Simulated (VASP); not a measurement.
SrO in VASP 6.6.1, single-point calculation

INCAR

```
EDIFF = 1E-7
LWAVE = .FALSE.
ISMEAR = -1
NBANDS = 15
IBRION = -1
ISIF = 2
ENCUT = 520
NSW = 0
PREC = Accurate
SIGMA = 0.02
LREAL = .FALSE.
LASPH = .TRUE.
GGA = PE
LCHARG = .FALSE.
NELM = 120
```

KPOINTS

```
KPOINTS created by Atomic Simulation Environment
0
Gamma
8 8 8
0 0 0
```

POSCAR

```
Sr O
 1.0000000000000000
     0.0000000000000000    2.5798927167999999    2.6694149940999998
     2.5798927167999999    0.0000000000000000    2.6694149940999998
     2.5798927167999999    2.5798927167999999    0.0000000000000000
 Sr  O
   1   1
Cartesian
  2.5798927167999999  2.5798927167999999  2.6694149940999998
  0.0000000000000000  0.0000000000000000  0.0000000000000000
```

The recommended PBE PAW datasets give the neutral cell 16 valence electrons.

Command

```
mpirun -np 1 vasp_std
```

How does this run end, and what does it give?

It converged. Results: gap between bands v and c on the k mesh 3.22 eV; least direct gap on the k mesh 3.33 eV; pressure -0.4 GPa. Band v is the last that the valence electrons fill when counted band by band, and c is the next.

OSZICAR

```
N       E                     dE             d eps       ncg     rms          rms(c)
DAV:   1     0.621522850702E+02    0.62152E+02   -0.77602E+03  1778   0.100E+03
DAV:   2    -0.108139599031E+02   -0.72966E+02   -0.66086E+02  2533   0.211E+02
DAV:   3    -0.142060572021E+02   -0.33921E+01   -0.33785E+01  2707   0.391E+01
DAV:   4    -0.142528915640E+02   -0.46834E-01   -0.46831E-01  2106   0.368E+00
DAV:   5    -0.142531820051E+02   -0.29044E-03   -0.29044E-03  2312   0.263E-01    0.153E+01
DAV:   6    -0.122107023697E+02    0.20425E+01   -0.68747E+00  1840   0.192E+01    0.180E+01
DAV:   7    -0.120551104436E+02    0.15559E+00   -0.32968E-01  2064   0.501E+00    0.104E+01
DAV:   8    -0.120438968946E+02    0.11214E-01   -0.12404E-01  2211   0.355E+00    0.374E-01
DAV:   9    -0.120450035211E+02   -0.11066E-02   -0.63638E-03  2225   0.511E-01    0.237E-01
DAV:  10    -0.120454581145E+02   -0.45459E-03   -0.43498E-04  1945   0.198E-01    0.916E-02
DAV:  11    -0.120456253184E+02   -0.16720E-03   -0.17466E-04  1903   0.970E-02    0.279E-02
DAV:  12    -0.120456454894E+02   -0.20171E-04   -0.29749E-05  1896   0.392E-02    0.223E-02
DAV:  13    -0.120456451835E+02    0.30597E-06   -0.16029E-06  2050   0.114E-02    0.351E-03
DAV:  14    -0.120456448853E+02    0.29819E-06   -0.18172E-07  2335   0.323E-03    0.215E-03
DAV:  15    -0.120456448613E+02    0.23995E-07   -0.10061E-08  1018   0.106E-03
   1 F= -.12045645E+02 E0= -.12045645E+02  d E =-.254704E-12
```

For comparison, a separate PBE run of the intended cell, on usual settings and not on those above, gives a gap of 3.22 eV on its mesh and a pressure of -0.4 GPa.
